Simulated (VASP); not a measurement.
# In3Ga5As8 (R3m) in VASP: relaxation of cell and atoms with PBEsol

Aim: the relaxation of cell and atoms of In3Ga5As8 with PBEsol.

Program: VASP 6.6.1. These are calculated values, not measurements. Logs are shortened: lines on timing, memory, paths and dates and some standing lists are left out, and cuts for length are marked.

## (1) The crystal as given

The structure is trigonal, space group R3m (No. 160). The conventional cell has a = 8.209 Å, b = 8.209 Å, c = 20.109 Å, α = 90.00°, β = 90.00°, γ = 120.00°. Around In (site symmetry m) lie 4 As at 2.51 Å. Ga (site symmetry 3m) is surrounded by 4 As at 2.51 Å. Ga (site symmetry m) is surrounded by 4 As at 2.51 Å. Ga (site symmetry 3m) is surrounded by 4 As at 2.51 Å. As (site symmetry 3m) has 3 In at 2.51 Å and 1 Ga at 2.51 Å as nearest neighbours. As (site symmetry m) is surrounded by 1 In at 2.51 Å and 3 Ga at 2.51 Å. As (site symmetry m) is surrounded by 2 In at 2.51 Å and 2 Ga at 2.51 Å. As (site symmetry 3m) is surrounded by 4 Ga at 2.51 Å.

The cell comes from a database or a generator and needn't be the stable form of this composition.

## (2) Relaxation of cell and atoms, PBEsol

File INCAR:

```
SYSTEM = In3Ga5As8
PREC = Accurate
ENCUT = 520
EDIFF = 1E-6
ISMEAR = 0
SIGMA = 0.03
LREAL = .FALSE.
LASPH = .TRUE.
NELM = 80
ALGO = Fast
ISIF = 3
LWAVE = .FALSE.
LCHARG = .FALSE.
GGA = PS
IBRION = 2
NSW = 60
EDIFFG = -0.01
```

File KPOINTS:

```
regular mesh
0
G
  4 4 4
  0 0 0
```

File POSCAR:

```
In3Ga5As8
1.0
    0.0000000000      5.8049000000      5.8049000000
    5.8049000000      0.0000000000      5.8049000000
    5.8049000000      5.8049000000      0.0000000000
In Ga As
3 5 8
Direct
    0.0000000000      0.0000000000      0.0000000000
    0.0000000000      0.5000000000      0.0000000000
    0.5000000000      0.0000000000      0.0000000000
    0.0000000000      0.0000000000      0.5000000000
    0.0000000000      0.5000000000      0.5000000000
    0.5000000000      0.0000000000      0.5000000000
    0.5000000000      0.5000000000      0.0000000000
    0.5000000000      0.5000000000      0.5000000000
    0.1250000000      0.1250000000      0.1250000000
    0.1250000000      0.1250000000      0.6250000000
    0.1250000000      0.6250000000      0.1250000000
    0.1250000000      0.6250000000      0.6250000000
    0.6250000000      0.1250000000      0.1250000000
    0.6250000000      0.1250000000      0.6250000000
    0.6250000000      0.6250000000      0.1250000000
    0.6250000000      0.6250000000      0.6250000000
```

Potentials or basis: VASP PAW PBE potentials, release 64 (In_d, Ga_d, As).

On the command line:

```
cat potpaw_PBE.64/In_d/POTCAR potpaw_PBE.64/Ga_d/POTCAR potpaw_PBE.64/As/POTCAR > POTCAR
mpirun -np 1 vasp_std > vasp.out
```

OUTCAR:

```text
SYSTEM = In3Ga5As8
   PREC = Accurate
   ENCUT = 520
   EDIFF = 1E-6
   ISMEAR = 0
   LREAL = .FALSE.
   LASPH = .TRUE.
   NELM = 80
   ISIF = 3
   GGA = PS
   IBRION = 2
   NSW = 60
   EDIFFG = -0.01

 ion  position               nearest neighbor table
   1  0.000  0.000  0.000-   9 2.51  10 2.51  11 2.51  13 2.51
   2  0.000  0.500  0.000-   9 2.51  11 2.51  12 2.51  15 2.51
   3  0.500  0.000  0.000-   9 2.51  13 2.51  14 2.51  15 2.51
   4  0.000  0.000  0.500-   9 2.51  10 2.51  12 2.51  14 2.51
   5  0.000  0.500  0.500-  10 2.51  11 2.51  12 2.51  16 2.51
   6  0.500  0.000  0.500-  10 2.51  13 2.51  14 2.51  16 2.51
[... 8 lines left out ...]
  15  0.625  0.625  0.125-   2 2.51   3 2.51   7 2.51   8 2.51
  16  0.625  0.625  0.625-   5 2.51   6 2.51   7 2.51   8 2.51

  LATTYP: Found a face centered cubic cell.
 ALAT       =    11.6098000000

  Lattice vectors:

 A1 = (   0.0000000000,   5.8049000000,   5.8049000000)
 A2 = (   5.8049000000,   0.0000000000,   5.8049000000)
 A3 = (   5.8049000000,   5.8049000000,   0.0000000000)

Analysis of symmetry for initial positions (statically):
=====================================================================
 Subroutine PRICEL returns:
 Original cell was already a primitive cell.

 Routine SETGRP: Setting up the symmetry group for a
 face centered cubic supercell.

 Subroutine GETGRP returns: Found  6 space group operations
 (whereof  2 operations were pure point group operations)
 out of a pool of 48 trial point group operations.

The static configuration has the point symmetry C_1h.
 The point group associated with its full space group is C_3v.

Analysis of symmetry for dynamics (positions and initial velocities):
=====================================================================
 Subroutine PRICEL returns:
 Original cell was already a primitive cell.

 Routine SETGRP: Setting up the symmetry group for a
 face centered cubic supercell.

 Subroutine GETGRP returns: Found  6 space group operations
 (whereof  2 operations were pure point group operations)
 out of a pool of 48 trial point group operations.

The dynamic configuration has the point symmetry C_1h.
 The point group associated with its full space group is C_3v.

 Subroutine INISYM returns: Found  6 space group operations
 (whereof  2 operations are pure point group operations),
 and found     1 'primitive' translations

----------------------------------------------------------------------------------------

                                     Primitive cell

  volume of cell :     391.2139

  direct lattice vectors                    reciprocal lattice vectors
     0.000000000  5.804900000  5.804900000    -0.086134128  0.086134128  0.086134128
     5.804900000  0.000000000  5.804900000     0.086134128 -0.086134128  0.086134128
     5.804900000  5.804900000  0.000000000     0.086134128  0.086134128 -0.086134128

  length of vectors
     8.209368308  8.209368308  8.209368308     0.149188686  0.149188686  0.149188686

  position of ions in fractional coordinates (direct lattice)
     0.000000000  0.000000000  0.000000000
     0.000000000  0.500000000  0.000000000
     0.500000000  0.000000000  0.000000000
     0.000000000  0.000000000  0.500000000
     0.000000000  0.500000000  0.500000000
     0.500000000  0.000000000  0.500000000
[... 8 lines left out ...]
     0.625000000  0.625000000  0.125000000
     0.625000000  0.625000000  0.625000000

  ion indices of the primitive-cell ions
   primitive index   ion index
                 1           1
                 2           2
                 3           3
                 4           4
                 5           5
                 6           6
[... 8 lines left out ...]
                15          15
                16          16

----------------------------------------------------------------------------------------

 KPOINTS: regular mesh

Automatic generation of k-mesh.
 Grid dimensions read from file:
 generate k-points for:    4    4    4

 Generating k-lattice:

  Cartesian coordinates                     Fractional coordinates (reciprocal lattice)
    -0.021533532  0.021533532  0.021533532     0.250000000  0.000000000  0.000000000
     0.021533532 -0.021533532  0.021533532     0.000000000  0.250000000  0.000000000
     0.021533532  0.021533532 -0.021533532     0.000000000  0.000000000  0.250000000

  Length of vectors
     0.037297172  0.037297172  0.037297172

  Shift w.r.t. Gamma in fractional coordinates (k-lattice)
     0.000000000  0.000000000  0.000000000

 Subroutine IBZKPT returns following result:
 ===========================================

 Found     13 irreducible k-points:

 Following reciprocal coordinates:
            Coordinates               Weight
  0.000000  0.000000  0.000000      1.000000
  0.250000  0.000000  0.000000      6.000000
  0.000000  0.000000  0.250000      2.000000
  0.500000  0.000000  0.000000      3.000000
  0.000000  0.000000  0.500000      1.000000
  0.250000  0.250000  0.000000      6.000000
  0.500000  0.250000  0.000000     12.000000
  0.000000  0.500000  0.250000      6.000000
  0.250000  0.000000  0.500000      6.000000
 -0.250000  0.250000  0.000000      6.000000
  0.000000 -0.250000  0.250000      6.000000
  0.500000  0.500000  0.000000      3.000000
 -0.250000  0.500000  0.250000      6.000000
   k-points           NKPTS =     13   k-points in BZ     NKDIM =     13   number of bands    NBANDS=     86
   number of dos      NEDOS =    301   number of ions     NIONS =     16
   total plane-waves  NPLWV = 262144
   dimension x,y,z NGX =    64 NGY =   64 NGZ =   64
   dimension x,y,z NGXF=   128 NGYF=  128 NGZF=  128
   ions per type =               3   5   8
   NGX,Y,Z   is equivalent  to a cutoff of  12.96, 12.96, 12.96 a.u.
   NGXF,Y,Z  is equivalent  to a cutoff of  25.92, 25.92, 25.92 a.u.
 SYSTEM =  In3Ga5As8
   PREC   = accura    normal or accurate (medium, high low for compatibility)
   ISTART =      0    job   : 0-new  1-cont  2-samecut
   ICHARG =      2    charge: 1-file 2-atom 10-const
   ISPIN  =      1    spin polarized calculation?
   LNONCOLLINEAR =      F non collinear calculations
   LSORBIT =      F    spin-orbit coupling
   LASPH  =      T    aspherical Exc in radial PAW
   ENCUT  =  520.0 eV  38.22 Ry    6.18 a.u.  15.26 15.26 15.26*2*pi/ulx,y,z
   NELM   =     80;   NELMIN=  2; NELMDL= -5     # of ELM steps
   EDIFF  = 0.1E-05   stopping-criterion for ELM
   LREAL  =      F    real-space projection
   EDIFFG = -.1E-01   stopping-criterion for IOM
   NSW    =     60    number of steps for IOM
   IBRION =      2    ionic relax: 0-MD 1-quasi-New 2-CG
   NFREE  =      1    steps in history (QN), initial steepest desc. (CG)
   ISIF   =      3    stress and relaxation
   ISYM   =      2    0-nonsym 1-usesym 2-fastsym
   POTIM  = 0.5000    time-step for ionic-motion
   TEBEG  =    0.0;   TEEND  =   0.0 temperature during run
   PSTRESS=    0.0 pullay stress
   NELECT =     144.0000    total number of electrons
   NUPDOWN=      -1.0000    fix difference up-down
   EMIN   =  10.00;   EMAX   =-10.00  energy-range for DOS
   EFERMI =   0.00;   METHOD = LEGACY
   ISMEAR =     0;   SIGMA  =   0.03  broadening in eV -4-tet -1-fermi 0-gaus
   EFERMI_NEDOS =   21; number of points for ismear=-14 and -15
   IALGO  =     68    algorithm
   IMIX   =      4    mixing-type and parameters
     AMIX     =   0.40;   BMIX     =  1.00
     AMIX_MAG =   1.60;   BMIX_MAG =  1.00
  volume/ion in A,a.u.               =      24.45       165.00
  Fermi-wavevector in a.u.,A,eV,Ry     =   1.173251  2.217123 18.728662  1.376518
  Thomas-Fermi vector in A             =   2.309667
   LORBIT       =      0    0 simple, 1 ext, 2 COOP (PROOUT), +10 PAW based schemes
   GGA     = PS    functional components
   LHFCALC =     F    Hartree Fock is set to
   AEXX    =    0.0000 exact exchange contribution
   IVDW    =     0    specifies the selected vdW correction
   LEPSILON=     F    determine dielectric tensor
   LRPA    =     F    only Hartree local field effects (RPA)
 conjugate gradient relaxation of ions
 non-spin polarized calculation
 RMM-DIIS sequential band-by-band and
 Gauss-broadening in eV      SIGMA  =   0.03
  energy-cutoff  :      520.00
  volume of cell :      391.21
 maximum number of plane-waves:     10560
 NGX is ok and might be reduce to    64
   NGX = 31   NGY = 31   NGZ = 31

--------------------------------------- Ionic step        1  -------------------------------------------

 number of electron     143.9999923 magnetization

 Free energy of the ion-electron system (eV)
  ---------------------------------------------------
  ext. energy  EPLUGINS =         0.00000000
  ---------------------------------------------------
  free energy    TOTEN  =       -69.94891647 eV

  energy without entropy =      -69.94819640  energy(sigma->0) =      -69.94855643

------------------------ aborting loop because EDIFF is reached ----------------------------------------

  FORCE on cell =-STRESS in cart. coord.  units (eV):
  Direction    XX          YY          ZZ          XY          YZ          ZX
  --------------------------------------------------------------------------------------
  -------------------------------------------------------------------------------------
  Total        3.7656079      3.7656079      3.7656079     -0.0392525      0.0392525      0.0392525
  in kB       15.4216716     15.4216716     15.4216716     -0.1607546      0.1607546      0.1607546
  external PRESSURE =      15.4216716 kB  Pullay stress =       0.0000000 kB
[... 131 lines left out ...]
  FREE ENERGIE OF THE ION-ELECTRON SYSTEM (eV)
  ---------------------------------------------------
  free  energy   TOTEN  =       -70.3865029683 eV

  energy  without entropy=      -70.3859287271  energy(sigma->0) =      -70.38621585

[... ionic steps 4 to 8 ...]

--------------------------------------- Ionic step        9  -------------------------------------------

 number of electron     143.9999961 magnetization

------------------------ aborting loop because EDIFF is reached ----------------------------------------
[... 95 lines left out ...]
--------------------------------------- Ionic step       11  -------------------------------------------

 number of electron     143.9999961 magnetization

 Free energy of the ion-electron system (eV)
  ---------------------------------------------------
  ext. energy  EPLUGINS =         0.00000000
  ---------------------------------------------------
  free energy    TOTEN  =       -70.47300752 eV

  energy without entropy =      -70.47247859  energy(sigma->0) =      -70.47274305

 E-fermi :   3.9976     XC(G=0):  -9.5209

 val. band max:        3.9976306382   @ k =   0.0000   0.0000   0.0000
 cond. band min:       3.9976309039   @ k =   0.0000   0.0000   0.0000
 fundamental gap:      0.0000002657
 Fermi energy:         3.9976308114

 k-point     1 :       0.0000    0.0000    0.0000
  band No.  band energies     occupation
      1     -10.9286      2.00000
      2     -10.9286      2.00000
      3     -10.9283      2.00000
      4     -10.9109      2.00000
      5     -10.8971      2.00000
      6     -10.8971      2.00000
[... 1120 lines left out ...]
     83       7.4832      0.00000
     84       7.5855      0.00000
 [bands above 84 left out]

------------------------ aborting loop because EDIFF is reached ----------------------------------------

  FORCE on cell =-STRESS in cart. coord.  units (eV):
  Direction    XX          YY          ZZ          XY          YZ          ZX
  --------------------------------------------------------------------------------------
  -------------------------------------------------------------------------------------
  Total       -0.0210192     -0.0210192     -0.0210192      0.0249423     -0.0249423     -0.0249423
  in kB       -0.0849424     -0.0849424     -0.0849424      0.1007964     -0.1007964     -0.1007964
  external PRESSURE =      -0.0849424 kB  Pullay stress =       0.0000000 kB
[... 31 lines left out ...]
  FREE ENERGIE OF THE ION-ELECTRON SYSTEM (eV)
  ---------------------------------------------------
  free  energy   TOTEN  =       -70.4730075187 eV

  energy  without entropy=      -70.4724785861  energy(sigma->0) =      -70.47274305

 reached required accuracy - stopping structural energy minimisation
```

Wall time 1.5 h (1 thread of Intel Xeon Platinum 8559C (Emerald Rapids), shared host); peak memory 0.8 GiB.

Results:

- Free energy: -70.4730 eV
- Relaxed volume: 24.78 Å³/atom
- Relaxed cell: a = 8.240 Å, b = 8.240 Å, c = 8.252 Å, α = 60.05°, β = 60.05°, γ = 60.00°
- Space group after relaxing (to 0.05 Å): R3m (No. 160)
- Energy gained by relaxing: 32.8 meV/atom
- Ionic steps: 11
- Pressure after relaxing: 0.0 GPa
- Largest force after relaxing: 0.006 eV/Å
- Band gap on the k mesh: none (metal or under the smearing width)

Forces on the atoms (eV/Å):
```
In   0.003  0.003  0.000
In   0.000  0.003 -0.003
In   0.003  0.000 -0.003
Ga  -0.003 -0.003  0.003
Ga  -0.002 -0.001  0.002
Ga  -0.001 -0.002  0.002
Ga   0.002  0.002 -0.002
Ga  -0.002 -0.002  0.001
As   0.001  0.001 -0.001
As   0.000  0.000  0.002
As   0.001 -0.001 -0.001
As  -0.002  0.000  0.000
As  -0.001  0.001 -0.001
As   0.000 -0.002  0.000
As   0.001  0.001  0.001
As   0.000  0.000  0.000
```

Step by step:
| step | energy change (eV) | largest force (eV/Å) | pressure (GPa) | volume (Å³) |
| --- | --- | --- | --- | --- |
| 1 | 0.0000 | 1.4783 | 1.54 | 391.21 |
| 2 | -0.4273 | 0.5285 | -1.06 | 404.69 |
| 3 | -0.4376 | 0.3906 | -1.44 | 407.23 |
| 4 | -0.5193 | 0.1542 | 0.06 | 396.17 |
| 5 | -0.5193 | 0.1528 | 0.03 | 396.33 |
| 6 | -0.5232 | 0.0592 | -0.01 | 396.26 |
| 7 | -0.5236 | 0.0467 | 0.00 | 396.21 |
| 8 | -0.5237 | 0.0505 | 0.02 | 396.22 |
| 9 | -0.5240 | 0.0203 | 0.10 | 396.44 |
| 10 | -0.5240 | 0.0156 | 0.00 | 396.39 |
| 11 | -0.5241 | 0.0060 | -0.01 | 396.46 |

Final structure:
```
In Ga As
1.0
     0.00000    5.82634    5.82634
     5.82634    0.00000    5.82634
     5.83516    5.83516   -0.00881
In Ga As
3 5 8
Cartesian
  11.6523 11.6523 11.6437
  8.7485 11.6523 8.7399
  11.6523 8.7485 8.7399
  8.7468 8.7468 11.6454
  5.8299 2.9187 2.9096
  2.9187 5.8299 2.9096
  8.7481 8.7481 5.8177
  5.8299 5.8299 5.8208
  1.5203 1.5203 1.3929
  4.3201 4.3201 1.5058
  4.3712 1.5754 4.3684
  7.2337 4.3201 4.4194
  1.5754 4.3712 4.3684
  4.3201 7.2337 4.4194
  4.3712 4.3712 7.1641
  7.2887 7.2887 7.2771
```

Caveat: the PAW data sets were made with another functional, which shifts forces and pressure a little.
